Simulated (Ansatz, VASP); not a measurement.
**One calculation of AlNi, two programs**

```
Al Ni
1.0
     1.93869   -1.95319    0.00000
     1.93869    1.95319    0.00000
     0.00000    0.00000    3.09943
Al Ni
1 1
Direct
  0.00000 0.00000 0.00000
  0.50000 0.50000 0.50000
```

The cell comes from a database or a generator and needn't be the stable form of this composition.

Alike in both runs: task single point; functional PBE; k mesh 18 × 18 × 16; occupations gaussian, width 0.15 eV; no spin polarisation.

```csv
,VASP,Ansatz
version,VASP 6.6.1,Ansatz 0.2.0
potentials or method,"VASP PAW PBE potentials, release 64 (Al, Ni)","scalar-relativistic, plane waves, PAW"
plane-wave cutoff (eV),520,420
valence electrons in the cell,13,21
```

```tsv
	VASP	Ansatz	Ansatz less VASP
gap on the k mesh at the Fermi level (eV)	none	none	-
pressure (GPa)	5.9	5.9	+0.06
largest component of the traceless stress (GPa)	4.30	4.18	-0.122
```

A gap of «none» marks a metal or a gap that the smearing closes. The two sets of potentials don't hold the same shells in valence.

Spin polarisation is off, so any magnetic state and its effect on volume and gap are missing.
